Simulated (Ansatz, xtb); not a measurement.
## Redistribution: CHClF2 + C2H4ClF → CHF3 + C2H4Cl2

Species: CHClF2 (difluorochloromethane) `FC(F)Cl`, singlet; C2H4ClF (1-chloro-1-fluoroethane) `CC(F)Cl`, singlet; CHF3 (trifluoromethane) `FC(F)F`, singlet; C2H4Cl2 `CC(Cl)Cl`, singlet. The partners trade Cl for F; both sit on C, so the bond types are kept.

Shapes, held fixed at every level: PBE0-D4/def2-TZVP. Programs: Ansatz 0.2.0, xtb 6.7.1. The zero-point and thermal change to 298 K, harmonic and unscaled (PBE0-D4/def2-TZVP), is +1.0 kJ/mol.

**Question.** Estimate ΔH(298 K) of this reaction.

**Answer.** The highest level, CCSD(T)/CBS estimate, gives ΔH(298 K) = -36.6 kJ/mol; the levels span -43.2 to -7.4. The column of differences is taken from that level and isn't an error. No measured value is set beside it here. The CBS estimate extrapolates MP2 from def2-TZVPP and def2-QZVPP and adds CCSD(T) − MP2 in the triple-zeta set, cores frozen.

```csv
level,kind,ΔH(298 K) (kJ/mol),less CCSD(T)/CBS estimate
GFN1-xTB,semi-empirical,-7.4,+29.2
PBE-D4/def2-TZVPP,GGA,-27.2,+9.4
r2SCAN-D4/def2-TZVPP,meta-GGA,-29.2,+7.4
PBE0-D4/def2-TZVPP,global hybrid,-32.7,+3.9
wB97M-V/def2-TZVPP,range-separated hybrid,-31.8,+4.8
B2PLYP/def2-TZVPP,double hybrid,-32.4,+4.2
CCSD(T)/def2-SVP,coupled cluster or CI,-43.2,-6.6
CCSD/def2-TZVPP,coupled cluster or CI,-38.0,-1.4
CCSD(T)/CBS estimate,coupled cluster or CI,-36.6,0.0
```
